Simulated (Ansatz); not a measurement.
# WS2 (R3m) in Ansatz: settings compared, part 2 of 2

Ansatz 0.2.0. The steps go on from the part before.

**4. Optical spectrum, r2SCAN**

Contents of input.yaml:

```yaml
crystal:
  lattice:
    - [1.579, 0.9116360751, 6.1633333333]
    - [-1.579, 0.9116360751, 6.1633333333]
    - [0.0, -1.8232721501, 6.1633333333]
  atoms:
    - { symbol: W, position: [0.0, 0.0, 0.0] }
    - { symbol: S, position: [0.581, 0.581, 0.581] }
    - { symbol: S, position: [0.7503, 0.7503, 0.7503] }
hamiltonian:
  xc: r2scan
  pseudopotentials: { kind: nc, accuracy: stringent, xc_functional: pbesol }
kpoints:
  mp_grid: { grid: [10, 10, 10] }
scf:
  occupations: { method: gaussian, width: 0.15 }
  n_extra_bands: 12
  mixing: { algorithm: broyden, beta: 0.05, ndim: 16 }
output:
  eigenvalues: true
  optics: { e_range: [0, 14], sigma: 0.1, nscf_kmesh: { grid: [13, 13, 13] } }
  write_density: true
  write_potential: true
  elf: true
  volumetric_format: npy
```

Potentials or basis: PseudoDojo stringent (PBEsol files).

Command:

```
$ ansatz run input.yaml --threads 2 --pin off --max-ram 5120MiB --backend cpu --events-out ev --progress --plain --runs-dir out
```

What it wrote:

```text
Warning: The stringent table, which hamiltonian.pseudopotentials names, holds the potential of the library's standard table for W, S (one content_sha256, or a second file that the publisher made of the same generator input, which states another). The run takes no other species from the library, so that hamiltonian.pseudopotentials.accuracy: standard would change no potential of it. The deck needs no change, but a comparison with a run at hamiltonian.pseudopotentials.accuracy: standard does not test the potential of W, S. To test it, run on another potential, such as that of hamiltonian.pseudopotentials: {kind: paw}
Warning: RAYON_NUM_THREADS=2 ignored (pool sized by the plan → 2); use --threads N
basis.fft_grid_basis auto: the FFT boxes are laid along the combinations [[1, -1, 0], [0, 1, 0], [0, -1, 1]] of the cell's own vectors, 3.158, 6.427 and 3.158 Å long. The dense box has 36×72×36 points. Along the cell's own vectors, as sized, it would have 72×72×72, 4.00 times as many. Of the 6 symmetry operations that the crystal satisfies within crystal.symmetry.tolerance (time reversal apart; of a slab, those that keep its plane) the dense box along the cell's own vectors carries 6, and the one as laid loses 4 of those. basis.fft_grid_basis: typed keeps the cell's own vectors: state it where this run's energies or levels are differenced outside the engine with another run's, or held beside a run that keeps those vectors. Those combinations have planes normal to reciprocal vector 3, as the cell's own vectors have. Each planar average written beside output.write_density, output.write_potential has a row for each plane of the box: 36. The volumetric files lie along those combinations, not along the cell's own vectors: a cube or XSF file states them, and fields.json those of NumPy files.
scf.n_extra_bands = 12 over 13 filled bands (N_el = 26.0): the run solves 25 bands
Engine: ansatz 0.2.0, x86_64-unknown-linux-gnu
Pseudopotentials: kind: nc
Pseudopotential: W, nc, valence charge 14, recommended cutoff 1006.821291 eV (normal), W.nc.azcp (PseudoDojo's, or run here from an input of PseudoDojo's; its table is named by hamiltonian.pseudopotentials.accuracy)
Pseudopotential: S, nc, valence charge 6, recommended cutoff 707.496042 eV (normal), S.nc.azcp (PseudoDojo's, or run here from an input of PseudoDojo's; its table is named by hamiltonian.pseudopotentials.accuracy)
Functional definition: r2SCAN
  parameter k0 = 0.174
  parameter k1 = 0.065
  parameter a1 = 4.9479
  exchange = r2scan_x(k0 = k0, k1 = k1, a1 = a1)
  correlation = r2scan_c
Crystal: 3 atoms, lattice volume = 53.232 Å³
Basis set: ecut = 1006.821291 eV, 3859 PW (Γ), FFT grids on a1−a2, a2, −a2+a3
Bands: 25, of which v1, the nominal top of the filled ones, is band 13 counted from 1 (12 counted from 0)
Symmetry: 6 space group operations
Space group: R3m (ITA 160), of the structure as read, at distance tolerance 3.8e-5 Å
k-points: 116 of 1000 (time reversal used)
Non-local potential: W, projectors of the file, l = 0: 2, l = 1: 2, l = 2: 2, l = 3: 2
Non-local potential: S, projectors of the file, l = 0: 2, l = 1: 2, l = 2: 2
Initial density: superposition of atomic densities (chi_scale 0.1, normalization cell, long waves kept (reshape's long-wave potential 0.03 eV rms))
Initial wavefunctions: pseudopotential atomic-orbital guess
Functional: x = r2scan, c = r2scan; τ floored in thin density (d = 2e-4 eV/Å³)
[... 20 lines left out ...]
NSCF: frozen V_eff on 231 k-points
Optics k sum: 0 of 231 k-points
Optics k sum: 12 of 231 k-points
Optics k sum: 24 of 231 k-points
Optics k sum: 35 of 231 k-points
Optics k sum: 47 of 231 k-points
Optics k sum: 58 of 231 k-points
[... 34 lines left out ...]
Optics k sum: 220 of 231 k-points
Optics k sum: 231 of 231 k-points
NSCF: frozen V_eff on 1 k-points
NSCF: frozen V_eff on 1 k-points
NSCF: frozen V_eff on 1 k-points
NSCF: frozen V_eff on 1 k-points
NSCF: frozen V_eff on 1 k-points
NSCF: frozen V_eff on 1 k-points
SCF converged after 18 iterations
Stability not checked: this state was not tested for a lower state beside it, because the mixer in use, unlike msr1, does not test its closes by its own steps (another_mixer; see scf.mixing.algorithm and scf.lower_state_search)
Free energy (F): -2709.943690 eV
Harris-Foulkes:  -2709.943690 eV  (|F-HF|=3.31e-9)
Internal energy: -2709.943690 eV  (E = F + TS)
E sigma→0 (E₀):  -2709.943690 eV
Fermi energy:    12.089291 eV
--- Per-component energies (eV) ---
  E_band       = -211.782633
  E_kinetic    = 771.433202
  E_local      = -2324.754301  (includes V_loc(G=0)·N_el)
  E_nonlocal   = 436.234481
  E_hartree    = 706.059124
  E_xc         = -667.236738
  E_vxc        = -533.200069  (∫ρ·V_xc dr)
  E_vtau       = 26.386257  (kinetic-family band-sum trace: ∫τ·v_τ [+ j·A + Jᵃ·Aᵃ] dr)
  E_ewald      = -1631.679458
  E_smearing   = -0.000000  (= −TS)
  E_closure    = -0.000000  (closes the sum)
  Σ components = -2709.943690   (vs F -2709.943690, Δ=0.00e0)
--- Band table (eV; the first three rows and the last of 116) ---
  k-point 0: bands = ["-65.5530", "-28.8286", "-28.6390", "-28.6390", "-4.9298", "-2.8720", "3.5633", "7.8130", "7.8130", "9.0826", "9.0826", "9.8228", "10.3000", "13.8295", "13.8295", "14.1466", "14.1466", "16.6178", "19.9650", "20.5594", "22.0733", "22.0733", "24.0315", "24.0315", "25.0477"]
  k-point 1: bands = ["-65.5511", "-28.8218", "-28.6761", "-28.6476", "-4.7529", "-2.8216", "3.7816", "7.3796", "7.9798", "8.4618", "8.8185", "9.9541", "10.3567", "13.5853", "13.8988", "13.9280", "14.2086", "17.3746", "20.4884", "20.6987", "21.9349", "22.5384", "23.0581", "23.9449", "24.9062"]
  k-point 2: bands = ["-65.5461", "-28.8039", "-28.7720", "-28.6699", "-4.2600", "-2.6813", "4.3412", "6.4574", "7.4675", "8.1996", "8.4771", "9.7112", "10.1234", "13.0183", "13.7039", "14.2530", "14.7741", "18.5608", "20.4679", "21.0343", "21.7973", "22.5759", "23.6690", "24.0705", "24.3302"]
  k-point 115: bands = ["-65.5530", "-28.8286", "-28.6390", "-28.6390", "-4.7046", "-3.2997", "4.6289", "7.5045", "7.7959", "7.7959", "9.1175", "9.1175", "11.5160", "13.9289", "13.9289", "14.0019", "14.0019", "16.8414", "20.4430", "21.8460", "21.8460", "22.1322", "23.3288", "24.5286", "24.5286"]
```

It took 8 min on 2 threads of AMD EPYC 7R43 (Zen 3), shared host; peak memory 2 GiB.

What came out:

```yaml
Free_energy: -2709.9437 eV
Band_gap_on_the_k_mesh: 1.18 eV, indirect (least direct gap 2.35 eV)
```

Dielectric function (mean over the directions given):
```csv
energy (eV),real part,imaginary part
0.30,11.87,0.00
0.60,12.07,0.00
1.00,12.58,0.00
1.30,13.25,0.00
1.70,14.98,0.00
2.00,18.75,2.25
2.40,18.23,4.53
2.70,22.21,10.35
3.10,11.04,14.73
3.40,8.46,13.36
3.80,5.57,11.53
4.10,6.25,7.93
4.50,9.43,10.65
4.80,7.00,13.30
5.20,3.42,12.02
5.50,4.53,10.56
5.90,2.76,13.61
6.20,1.12,10.72
6.60,-0.20,11.09
6.90,-2.07,9.48
7.30,-2.11,7.63
7.60,-1.87,6.17
8.00,-1.22,6.18
8.30,-1.09,4.23
8.70,0.30,4.58
9.00,1.01,5.36
9.40,0.09,5.95
9.70,-0.34,6.36
10.10,-1.34,5.46
10.40,-1.27,5.39
10.80,-2.02,4.95
11.10,-1.77,4.24
11.50,-1.55,3.80
11.80,-1.38,4.10
12.20,-1.83,3.96
12.50,-1.85,3.67
12.90,-1.90,3.47
13.20,-2.07,3.27
13.60,-2.23,2.86
14.00,-1.95,2.38
```

Caveat: the meta-GGA runs on potentials made for a GGA; spectra need much finer meshes, so this one isn't converged; independent-particle spectra lack excitons; the potentials were made for another functional, which shifts forces and pressure; spin-orbit coupling is left out, which moves the levels of the heavy elements.
